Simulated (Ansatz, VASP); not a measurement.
# TaInSe3: VASP beside Ansatz, part 2 of 2

Wanted: the spread between two codes on one cell, functional and k mesh. The cell is generated by rule, not measured, and may not be a known phase. The cell is taken from a series of runs on this material, whose earlier steps may have relaxed, scaled, displaced or heated it; both programs get it as it stands.

VASP 6.6.1 and Ansatz 0.2.0.

So far. Step 2 (Ansatz: single point, PBEsol, pair 1): The run ends at a pressure of -2.77 GPa, with forces up to 0.14 eV/Å. Step 3 (VASP: single point, PBEsol, pair 1): The run ends at a pressure of -2.63 GPa, with forces up to 0.15 eV/Å.

### Step 5. VASP: single point, PBEsol, pair 2

Level of this step: PBEsol; plane waves and PAW (In_d, Ta_pv, Se); invented cell (VASP).

With cell and atoms fixed, the geometry can't cause a difference; cores, projectors, grids and the points listed under the comparison can.

The input, INCAR:

```
SYSTEM = TaInSe3
PREC = Accurate
ENCUT = 500
EDIFF = 1E-06
NELM = 120
ISMEAR = 1
SIGMA = 0.15
LREAL = .FALSE.
ALGO = Normal
GGA = PS
NBANDS = 52
LASPH = .TRUE.
LORBIT = 11
LWAVE = .FALSE.
LCHARG = .FALSE.
ISIF = 2
GGA_COMPAT = .FALSE.
KPAR = 2
```

The input, POSCAR:

```
TaInSe3
1.0
    5.0192521560      5.0192521560      0.0000000000
    5.0192521560      0.0000000000      5.0192521560
    5.0192521560      0.0000000000     -5.0192521560
In Ta Se
2 2 6
Direct
    0.0000000000      0.0000000000      0.0000000000
    0.0000000000      0.5000000000      0.5000000000
    0.5000000000      0.2500000000      0.7500000000
    0.5000000000      0.7500000000      0.2500000000
    0.5000000000      0.9860536993      0.9860536993
    0.5000000000      0.5139463007      0.5139463007
    0.0000000000      0.5000000000      0.0000000000
    0.0000000000      0.0000000000      0.5000000000
    0.5000000000      0.4860536993      0.0139463007
    0.5000000000      0.0139463007      0.4860536993
```

The input, KPOINTS:

```
Automatic mesh
0
Gamma
6 6 6
0 0 0
```

PAW data sets: In_d, Ta_pv and Se (PBE family, release 64).

On the command line:

```sh
$ mpirun -np 2 vasp_std
```

Numbers of over 12 decimals in the logs are rounded to 6 here.

Output:

```text
[banner, memory and clock lines left out]
running    2 mpi-ranks, on    1 nodes
[...]
[... a notice as in an earlier step ...]

 LDA part: xc-table for (Slater+PW92), standard interpolation
 POSCAR, INCAR and KPOINTS ok, starting setup
[...]
entering main loop
       N       E                     dE             d eps       ncg     rms          rms(c)
DAV:   1     0.807681170350E+03    0.80768E+03   -0.37319E+04  3136   0.158E+03
DAV:   2     0.607930821138E+02   -0.74689E+03   -0.72061E+03  3240   0.413E+02
DAV:   3    -0.538422436482E+02   -0.11464E+03   -0.10908E+03  3952   0.160E+02
DAV:   4    -0.615443161636E+02   -0.77021E+01   -0.75739E+01  3776   0.397E+01
[...]
DAV:  13    -0.576579929704E+02   -0.50706E-05   -0.81413E-05  4000   0.369E-02    0.135E-02
DAV:  14    -0.576579932284E+02   -0.25793E-06   -0.11254E-05  3984   0.201E-02    0.461E-03
DAV:  15    -0.576579929641E+02    0.26422E-06   -0.21693E-06  2576   0.718E-03
   1 F= -.57657993E+02 E0= -.57653831E+02  d E =-.124856E-01
```

From OUTCAR (step 5):

```text
  Total       -0.0738766     -0.0474788     -0.0738766      0.0000000     -0.0000000     -0.0000000
  in kB       -0.4680268     -0.3007900     -0.4680268      0.0000000     -0.0000000     -0.0000000
  external PRESSURE =      -0.4122812 kB  Pullay stress =       0.0000000 kB

 POSITION                                       TOTAL-FORCE (eV/Angst)
 -----------------------------------------------------------------------------------
      0.00000      0.00000      0.00000        -0.000000     -0.000000      0.000000
      5.01925      0.00000      0.00000        -0.000000     -0.000000      0.000000
      7.52888      2.50963     -2.50963        -0.000000     -0.000000     -0.000000
      7.52888      2.50963      2.50963        -0.000000     -0.000000     -0.000000
     12.40813      2.50963      0.00000        -0.202224      0.000000      0.000000
      7.66888      2.50963      0.00000         0.202224     -0.000000      0.000000
      2.50963      0.00000      2.50963        -0.000000     -0.000000      0.000000
      2.50963      0.00000     -2.50963        -0.000000     -0.000000      0.000000
      5.01925      2.50963      2.36963        -0.000000      0.000000     -0.202224
      5.01925      2.50963     -2.36963        -0.000000     -0.000000      0.202224
 -----------------------------------------------------------------------------------
    total drift:                               -0.000000      0.000000     -0.000000

  FREE ENERGIE OF THE ION-ELECTRON SYSTEM (eV)
  ---------------------------------------------------
  free  energy   TOTEN  =       -57.6579929641 eV

  energy  without entropy=      -57.6455073250  energy(sigma->0) =      -57.65383108

[... 3 further parts left out ...]
[key lines of the parts left out:]
E-fermi :   3.9436
```

The run ends at a pressure of -0.04 GPa, with forces up to 0.20 eV/Å.

### Step 6. Ansatz: single point, PBEsol, pair 2

The same cell, functional, mesh and smearing now go to Ansatz, which takes its cutoff from its data sets.

The cell is taken from a series of runs on this material, whose earlier steps may have relaxed, scaled, displaced or heated it; both programs get it as it stands.

The input, input.yaml:

```yaml
crystal:
  lattice:
    - [5.019252156, 5.019252156, 0.0]
    - [5.019252156, 0.0, 5.019252156]
    - [5.019252156, 0.0, -5.019252156]
  atoms:
    - { symbol: In, position: [0.0, 0.0, 0.0] }
    - { symbol: In, position: [0.0, 0.5, 0.5] }
    - { symbol: Ta, position: [0.5, 0.25, 0.75] }
    - { symbol: Ta, position: [0.5, 0.75, 0.25] }
    - { symbol: Se, position: [0.5, -0.0139463007, 0.9860536993] }
    - { symbol: Se, position: [0.5, 0.5139463007, 0.5139463007] }
    - { symbol: Se, position: [0.0, 0.5, 0.0] }
    - { symbol: Se, position: [0.0, 0.0, 0.5] }
    - { symbol: Se, position: [0.5, 0.4860536993, 0.0139463007] }
    - { symbol: Se, position: [0.5, 0.0139463007, 0.4860536993] }
kpoints:
  mp_grid: { grid: [6, 6, 6] }
hamiltonian:
  xc: pbesol
scf:
  occupations: { method: methfessel_paxton, width: 0.15 }
output:
  forces: true
  stress: true
  eigenvalues: true
  write_density: true
  write_potential: true
  elf: true
  volumetric_format: npy
```

On the command line:

```sh
$ ansatz run input.yaml --threads 8 --pin off --max-ram 14336MiB --backend cpu --events-out ev --progress --plain --runs-dir out
```

Output:

```text
[...]
Crystal: 10 atoms, lattice volume = 252.899 Å³
Basis set: ecut = 420 eV, 4957 PW (Γ), exchange–correlation on 96×96×96 points (8 copies of the dense FFT grid, shifted against one another)
Bands: 89, of which v1, the nominal top of the filled ones, is band 74 counted from 1 (73 counted from 0)
Symmetry: 16 space group operations
[...]
k-points: 30 of 216
[...]
k-point 0: bands = [... 70 lower, 8.3909, 8.4111, 8.4111, 8.4435, 9.2776, 9.3459, 9.3459, 10.5897, ... 11 higher]
  k-point 1: bands = [... 70 lower, 8.1202, 8.9727, 9.0023, 9.0622, 9.1242, 9.1535, 9.2653, 10.6253, ... 11 higher]
  k-point 2: bands = [... 70 lower, 8.1721, 8.5746, 8.5913, 8.8571, 9.7124, 9.7282, 9.8713, 10.2706, ... 11 higher]
  k-point 29: bands = [... 70 lower, 8.3757, 8.3757, 8.4860, 8.9200, 9.0799, 10.7450, 10.9577, 11.0302, ... 11 higher]
[key lines of the parts left out:]
SCF converged after 6 iterations
Free energy (F): -63212.577575 eV
Fermi energy:    9.102446 eV
P = ⅓ Tr σ = -0.2018 GPa (-2.018 kbar)
```

The run ends at a pressure of -0.20 GPa, with forces up to 0.20 eV/Å.

### Step 7. Comparison

What differs besides the data sets and the points named for the pairs above, as far as they apply: the data sets hold 148 valence electrons in Ansatz (on its default PAW (the set named soft_2) files) and 84 in VASP. Total energies have different zeros and are not compared.

Compared:

```
      quantity  Ansatz   VASP  difference
pressure (GPa)   -0.20  -0.04       -0.16
```

Forces (eV/Å; atoms numbered as in POSCAR):

```
atom        Ansatz x, y, z          VASP x, y, z
 In1   0.000, 0.000, 0.000   0.000, 0.000, 0.000
 In2   0.000, 0.000, 0.000   0.000, 0.000, 0.000
 Ta3   0.000, 0.000, 0.000   0.000, 0.000, 0.000
 Ta4   0.000, 0.000, 0.000   0.000, 0.000, 0.000
 Se5  -0.199, 0.000, 0.000  -0.202, 0.000, 0.000
 Se6   0.199, 0.000, 0.000   0.202, 0.000, 0.000
 Se7   0.000, 0.000, 0.000   0.000, 0.000, 0.000
 Se8   0.000, 0.000, 0.000   0.000, 0.000, 0.000
 Se9  0.000, 0.000, -0.199  0.000, 0.000, -0.202
Se10   0.000, 0.000, 0.199   0.000, 0.000, 0.202
```

The forces differ by 1.0 meV/Å r.m.s., which is 1.4 % of the r.m.s. force of 0.074 eV/Å (both taken over all components).

### Step 8. VASP: single point, PBEsol, pair 3

A single point gives forces, pressure and levels at one fixed geometry, so differences don't come from the geometry; what else differs is listed under the comparison.

INCAR is that of step 5.

The input, POSCAR:

```
TaInSe3
1.0
    5.0192521560      5.0192521560      0.0000000000
    5.0192521560      0.0000000000      5.0192521560
    5.0192521560      0.0000000000     -5.0192521560
In Ta Se
2 2 6
Direct
    0.0000000000      0.0000000000      0.0000000000
    0.0000000000      0.5000000000      0.5000000000
    0.5000000000      0.2500000000      0.7500000000
    0.5000000000      0.7500000000      0.2500000000
    0.5000000000      0.9780843846      0.9780843846
    0.5000000000      0.5219156154      0.5219156154
    0.0000000000      0.5000000000      0.0000000000
    0.0000000000      0.0000000000      0.5000000000
    0.5000000000      0.4780843846      0.0219156154
    0.5000000000      0.0219156154      0.4780843846
```

KPOINTS is that of step 5.

On the command line:

```sh
$ mpirun -np 2 vasp_std
```

Output:

```text
[... set-up lines as in an earlier step ...]
 entering main loop
       N       E                     dE             d eps       ncg     rms          rms(c)
DAV:   1     0.807365110434E+03    0.80737E+03   -0.37319E+04  3136   0.158E+03
DAV:   2     0.595787677532E+02   -0.74779E+03   -0.72122E+03  3264   0.413E+02
DAV:   3    -0.539920137199E+02   -0.11357E+03   -0.10807E+03  3936   0.160E+02
DAV:   4    -0.616183012354E+02   -0.76263E+01   -0.74946E+01  3764   0.395E+01
[...]
DAV:  14    -0.577383813802E+02   -0.24260E-05   -0.13437E-05  4172   0.214E-02    0.858E-03
DAV:  15    -0.577383799477E+02    0.14325E-05   -0.57197E-06  3112   0.963E-03    0.207E-03
DAV:  16    -0.577383799232E+02    0.24516E-07   -0.49732E-07  2032   0.350E-03
   1 F= -.57738380E+02 E0= -.57735943E+02  d E =-.731212E-02
```

Parts of OUTCAR (step 8):

```text
  Total       -0.5731617     -0.2243318     -0.5731617      0.0000000      0.0000000      0.0000000
  in kB       -3.6311211     -1.4211976     -3.6311211      0.0000000      0.0000000      0.0000000
  external PRESSURE =      -2.8944799 kB  Pullay stress =       0.0000000 kB

 POSITION                                       TOTAL-FORCE (eV/Angst)
 -----------------------------------------------------------------------------------
      0.00000      0.00000      0.00000        -0.000000     -0.000000      0.000000
      5.01925      0.00000      0.00000        -0.000000     -0.000000      0.000000
      7.52888      2.50963     -2.50963        -0.000000     -0.000000      0.000000
      7.52888      2.50963      2.50963        -0.000000     -0.000000      0.000000
     12.32813      2.50963      0.00000        -0.291499     -0.000000      0.000000
      7.74888      2.50963      0.00000         0.291499     -0.000000      0.000000
      2.50963      0.00000      2.50963        -0.000000     -0.000000      0.000000
      2.50963      0.00000     -2.50963        -0.000000     -0.000000      0.000000
      5.01925      2.50963      2.28963        -0.000000     -0.000000     -0.291499
      5.01925      2.50963     -2.28963        -0.000000      0.000000      0.291499
 -----------------------------------------------------------------------------------
    total drift:                               -0.000000      0.000000      0.000000

  FREE ENERGIE OF THE ION-ELECTRON SYSTEM (eV)
  ---------------------------------------------------
  free  energy   TOTEN  =       -57.7383799232 eV

  energy  without entropy=      -57.7310678056  energy(sigma->0) =      -57.73594255

[... 2 parts as in an earlier step ...]

[... 1 further part left out ...]
[key lines of the parts left out:]
E-fermi :   3.9291
```

The run ends at a pressure of -0.29 GPa, with forces up to 0.29 eV/Å.

### Step 9. Ansatz: single point, PBEsol, pair 3

The same cell, functional, mesh and smearing now go to Ansatz, which takes its cutoff from its data sets.

The cell is taken from a series of runs on this material, whose earlier steps may have relaxed, scaled, displaced or heated it; both programs get it as it stands.

The input, input.yaml:

```yaml
crystal:
  lattice:
    - [5.019252156, 5.019252156, 0.0]
    - [5.019252156, 0.0, 5.019252156]
    - [5.019252156, 0.0, -5.019252156]
  atoms:
    - { symbol: In, position: [0.0, 0.0, 0.0] }
    - { symbol: In, position: [0.0, 0.5, 0.5] }
    - { symbol: Ta, position: [0.5, 0.25, 0.75] }
    - { symbol: Ta, position: [0.5, 0.75, 0.25] }
    - { symbol: Se, position: [0.5, -0.0219156154, 0.9780843846] }
    - { symbol: Se, position: [0.5, 0.5219156154, 0.5219156154] }
    - { symbol: Se, position: [0.0, 0.5, 0.0] }
    - { symbol: Se, position: [0.0, 0.0, 0.5] }
    - { symbol: Se, position: [0.5, 0.4780843846, 0.0219156154] }
    - { symbol: Se, position: [0.5, 0.0219156154, 0.4780843846] }
kpoints:
  mp_grid: { grid: [6, 6, 6] }
hamiltonian:
  xc: pbesol
scf:
  occupations: { method: methfessel_paxton, width: 0.15 }
output:
  forces: true
  stress: true
  eigenvalues: true
```

On the command line:

```sh
$ ansatz run input.yaml --threads 8 --pin off --max-ram 14336MiB --backend cpu --events-out ev --progress --plain --runs-dir out
```

Output:

```text
[...]
Crystal: 10 atoms, lattice volume = 252.899 Å³
Basis set: ecut = 420 eV, 4957 PW (Γ), exchange–correlation on 96×96×96 points (8 copies of the dense FFT grid, shifted against one another)
Bands: 89, of which v1, the nominal top of the filled ones, is band 74 counted from 1 (73 counted from 0)
Symmetry: 16 space group operations
[...]
k-points: 30 of 216
[...]
k-point 0: bands = [... 70 lower, 8.3892, 8.3950, 8.3950, 8.4623, 9.1707, 9.3455, 9.3455, 10.4536, ... 11 higher]
  k-point 1: bands = [... 70 lower, 8.1312, 8.8819, 8.9621, 9.0629, 9.1203, 9.1836, 9.2987, 10.5750, ... 11 higher]
  k-point 2: bands = [... 70 lower, 8.1928, 8.5614, 8.5883, 8.8146, 9.6983, 9.7301, 9.9003, 10.2901, ... 11 higher]
  k-point 29: bands = [... 70 lower, 8.3821, 8.3821, 8.5026, 8.8036, 8.9692, 10.6615, 11.0152, 11.0152, ... 11 higher]
[key lines of the parts left out:]
SCF converged after 7 iterations
Free energy (F): -63212.656752 eV
Fermi energy:    9.088098 eV
P = ⅓ Tr σ = -0.4426 GPa (-4.426 kbar)
```

The run ends at a pressure of -0.44 GPa, with forces up to 0.29 eV/Å.

### Step 10. Differences

What differs besides the data sets and the points named for the pairs above, as far as they apply: the data sets hold 148 valence electrons in Ansatz (on its default PAW (the set named soft_2) files) and 84 in VASP. Total energies have different zeros and are not compared.

Compared:

```
      quantity  Ansatz   VASP  difference
pressure (GPa)   -0.44  -0.29       -0.15
```

Forces (eV/Å; atoms numbered as in POSCAR):

```
atom        Ansatz x, y, z          VASP x, y, z
 In1   0.000, 0.000, 0.000   0.000, 0.000, 0.000
 In2   0.000, 0.000, 0.000   0.000, 0.000, 0.000
 Ta3   0.000, 0.000, 0.000   0.000, 0.000, 0.000
 Ta4   0.000, 0.000, 0.000   0.000, 0.000, 0.000
 Se5  -0.287, 0.000, 0.000  -0.291, 0.000, 0.000
 Se6   0.287, 0.000, 0.000   0.291, 0.000, 0.000
 Se7   0.000, 0.000, 0.000   0.000, 0.000, 0.000
 Se8   0.000, 0.000, 0.000   0.000, 0.000, 0.000
 Se9  0.000, 0.000, -0.287  0.000, 0.000, -0.291
Se10   0.000, 0.000, 0.287   0.000, 0.000, 0.291
```

The forces differ by 1.7 meV/Å r.m.s., which is 1.6 % of the r.m.s. force of 0.106 eV/Å (both taken over all components).

### Step 11. Summary of results

- r.m.s. force difference (single point, PBEsol, pair 1): 3.5 meV/Å
- r.m.s. force difference (single point, PBEsol, pair 2): 1.0 meV/Å
- r.m.s. force difference (single point, PBEsol, pair 3): 1.7 meV/Å

What this shows: The r.m.s. force difference is 3.5 meV/Å (single point, PBEsol, pair 1), within the 12 meV/Å picked in this series as the mark of a large difference. The data sets hold unlike numbers of valence electrons (148 in Ansatz and 84 in VASP), so part of the differences comes from the potentials. 3 further runs of this series are not shown here. How closely two codes agree says nothing of how well the functional describes the real material.

[Lines on the potential files, build, host, timing and source positions are cut from VASP's logs without a mark.]

[Logs are printed without paths, hosts, clocks, repeated set-up lines and the standing remarks that a program may print on its own settings, such as how far it seeks lower states.]

[Hosts, paths, dates, database ids (printed as entryN), source tags and the programs' standing remarks are cut or masked in the printed files.]
